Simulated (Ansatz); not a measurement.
Band structure of Sb₂Te₃ (R-3m, 5 atoms in the cell).

```
CELL_PARAMETERS angstrom
      2.11516     1.22119    10.41134
     -2.11516     1.22119    10.41134
      0.00000    -2.44238    10.41134
ATOMIC_POSITIONS crystal
  Sb 0.60420 0.60420 0.60420
  Sb 0.39580 0.39580 0.39580
  Te 0.78254 0.78254 0.78254
  Te 0.21746 0.21746 0.21746
  Te 0.00000 0.00000 0.00000
```

Method: PBE (plane waves, PAW; Ansatz, a program for electronic structure).

Settings: basis.ecutwfc = 420 eV; kpoints.mp_grid.grid = 4 4 4; hamiltonian.xc = pbe; hamiltonian.pseudopotentials = {kind: paw} (the program's default PAW files); scf.occupations.method = gaussian; scf.occupations.width = 0.05 eV; kpoints.band_path.path = [[0.0, 0.0, 0.0], [0.5, 0.0, 0.0], [0.5, 0.1758386, -0.1758386]]; kpoints.band_path.npoints = 8.

The starting cell comes from a database of computed structures (which also holds hypothetical and non-ambient phases and stackings), without a prior relaxation at this level. Its lattice was rescaled by a random factor within 2.5 % of one. Spin-orbit coupling is off.

Task: Predict the gap along the standard path and the places of the band edges.

Result: The gap along the path is 0.28 eV, direct at Γ to within 0.01 eV.

Levels in eV from the top of the valence band on the path, bands 36 to 43:
```csv
point,36,37,38,39,40,41,42,43
Γ,-1.84,-1.14,-1.14,0.00,0.28,0.59,0.59,1.89
L,-3.10,-2.23,-1.29,-0.72,0.53,1.18,2.34,2.77
B1,-3.10,-2.06,-1.08,-0.80,1.15,1.53,2.35,3.30
```

Keys are those of Ansatz 0.2.
